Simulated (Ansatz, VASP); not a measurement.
**One calculation of Si, two programs**

```
Si
1.0
    -0.01358    2.70994    2.70994
     2.70994   -0.01358    2.70994
     2.70994    2.70994   -0.01358
Si
2
Direct
  0.25034 0.25034 0.25034
  0.99966 0.99966 0.99966
```

Change from the starting cell: equal xy, yz and zx engineering shears of -0.5 %.

Alike in both runs: functional PBEsol; k mesh 8 × 8 × 8; no spin polarisation.

Ansatz relaxed the structure, and its values are those at the end. VASP's run is a single point on that final structure, the one shown.

|  | VASP | Ansatz |
| --- | --- | --- |
| version | VASP 6.6.1 | Ansatz 0.2.0 |
| potentials or method | VASP PAW PBE potentials, release 64 (Si), cutoff 520 eV | all-electron LAPW, scalar-relativistic |
| occupations | gaussian, width 0.01 eV | fixed |

```csv
,VASP,Ansatz,Ansatz less VASP
gap on the k mesh at the Fermi level (eV),0.46,0.47,+0.008
pressure (GPa),0.1,0.0,-0.17
```

Ansatz ran all-electron here, so the differences hold the error of VASP's frozen core and of both bases.

Caveats: the PAW data sets were made with another functional, which shifts forces and pressure a little (VASP).
